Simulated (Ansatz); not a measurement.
Input of an Ansatz 0.2.0 run:

Contents of input.yaml:

```yaml
crystal:
  lattice:
    - [2.881, 0.0, 0.0]
    - [0.0, 2.881, 0.0]
    - [0.0, 0.0, 2.881]
  atoms:
    - { symbol: Ni, position: [0.5, 0.5, 0.5], spin: 1.0 }
    - { symbol: Al, position: [0.0, 0.0, 0.0] }
kpoints:
  mp_grid: { grid: [9, 9, 9] }
scf:
  occupations: { method: fermi_dirac, width: 0.05 }
hamiltonian:
  xc: pbesol
  pseudopotentials: { kind: all_electron, lapw: { basis_error: 0.001 } }
magnetization:
  spin_polarized: true
output:
  forces: true
  stress: true
relax:
  f_tol: 0.005
  max_steps: 60
  cell: { p_target: 10 }
```

Potentials or basis: all-electron LAPW, scalar-relativistic.

Command:

```bash
$ ansatz run input.yaml --threads 2 --pin off --max-ram 6144MiB --backend cpu --events-out ev --progress --plain --runs-dir out
```

Task: What does it give for the space group after relaxing (to 0.05 Å)?

Result: Pm-3m (No. 221).

Task: Predict the net moment.

Result: 0.00 μB per cell.

Task: What does it give for the absolute moment?

Result: 0.00 μB per cell.

Task: Predict the relaxed cell.

Result: a = 2.813 Å, b = 2.813 Å, c = 2.813 Å, α = 90.00°, β = 90.00°, γ = 90.00°.

Final structure:
```cif
data_structure
_symmetry_space_group_name_H-M 'P 1'
_symmetry_Int_Tables_number 1
_cell_length_a 2.8127
_cell_length_b 2.8127
_cell_length_c 2.8127
_cell_angle_alpha 90.000
_cell_angle_beta 90.000
_cell_angle_gamma 90.000
_cell_volume 22.25
loop_
_atom_site_label
_atom_site_type_symbol
_atom_site_fract_x
_atom_site_fract_y
_atom_site_fract_z
_atom_site_occupancy
Ni1 Ni 0.50000 0.50000 0.50000 1
Al1 Al 0.00000 0.00000 0.00000 1
```

Caveat: the starting moments weren't kept.
